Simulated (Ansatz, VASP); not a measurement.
Re in VASP and in Ansatz

```
Re
1.0
     0.00000    2.31543    2.31543
     2.31543    0.00000    2.31543
     2.31543    2.31543    0.00000
Re
2
Direct
  0.87500 0.87500 0.87500
  0.12500 0.12500 0.12500
```

Change from the starting cell: volume scaled by 0.55, PAW files.

Alike in both runs: task single point; functional PBE; k mesh 12 × 12 × 12; occupations fermi-dirac, width 0.1 eV; no spin polarisation.

|  | VASP | Ansatz |
| --- | --- | --- |
| version | VASP 6.6.1 | Ansatz 0.2.0 |
| potentials or method | VASP PAW PBE potentials, release 64 (Re) | PAW with Ansatz's default frozen-core files, scalar-relativistic |
| plane-wave cutoff (eV) | 520 | 420 |
| valence electrons in the cell | 14 | 30 |

|  | VASP | Ansatz | Ansatz less VASP |
| --- | --- | --- | --- |
| pressure (GPa) | 311.4 | 362.9 | +51.49 |

The two sets of potentials don't hold the same shells in valence.

Caveats: the cell as given lies far from equilibrium; so large a pressure means that the cell lies far from this level's equilibrium, or that cutoff or potentials fall short (VASP). Spin-orbit coupling is left out, which matters for the levels of Re.
